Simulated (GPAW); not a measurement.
AlCo: single point with SCAN

The system is AlCo.

```xyz
2
Lattice="2.8194 0.0000 0.0000 0.0000 2.8194 0.0000 0.0000 0.0000 2.8194" Properties=species:S:1:pos:R:3 pbc="T T T"
Co    1.4097    1.4097    1.4097
Al    0.0000    0.0000    0.0000
```

The cell is a database's computed one.

```yaml
Program: GPAW 26.7.0
Task: single point
Functional: SCAN
Potentials_or_basis: GPAW PAW data sets (gpaw-data 1.2.1)
Cutoff: 450 eV
Basis: pw
k_mesh: 8 × 8 × 8
Occupations: fermi-dirac, width 0.05 eV
Spin: collinear spin, ferromagnetic start
Starting_moments: "[3.0, 0.0] μB"
```

| Quantity | Value |
| --- | --- |
| Pressure | -5.0 GPa |
| Band gap on the k mesh | none (metal or under the smearing width) |
| Net moment | 0.14 μB per cell |
| Site moments | Co +0.19; Al -0.01 μB |

Levels at points of the mesh, in eV from the Fermi level:
Spin up:
```tsv
k point	band 4	band 5	band 6	band 7	band 8	band 9
(0.00, 0.00, 0.00)	-1.16	-1.16	-1.16	6.28	6.28	6.28
(0.50, 0.00, 0.00)	-2.10	-2.10	-1.04	0.08	8.99	11.05
(0.50, 0.50, 0.00)	-2.88	-1.89	-1.89	-0.37	2.41	3.80
(0.50, 0.50, 0.50)	-0.33	-0.33	2.31	2.31	2.31	4.79
```
Spin down:
```
           k point  band 4  band 5  band 6  band 7  band 8  band 9
(0.00, 0.00, 0.00)   -1.11   -1.11   -1.11    6.20    6.20    6.20
(0.50, 0.00, 0.00)   -2.06   -2.06   -0.99    0.62    8.89   10.97
(0.50, 0.50, 0.00)   -2.87   -1.84   -1.84    0.22    2.67    3.80
(0.50, 0.50, 0.50)    0.27    0.27    2.35    2.35    2.35    4.67
```

Run time: 50 s on 1 thread of Arm Neoverse V1, with other jobs on the host, peak memory 0.23 GiB.

Caveat: the cutoff is short for stress and forces, so pressures can be off by a GPa or more; the PAW data sets were made with another functional, which shifts forces and pressure a little.
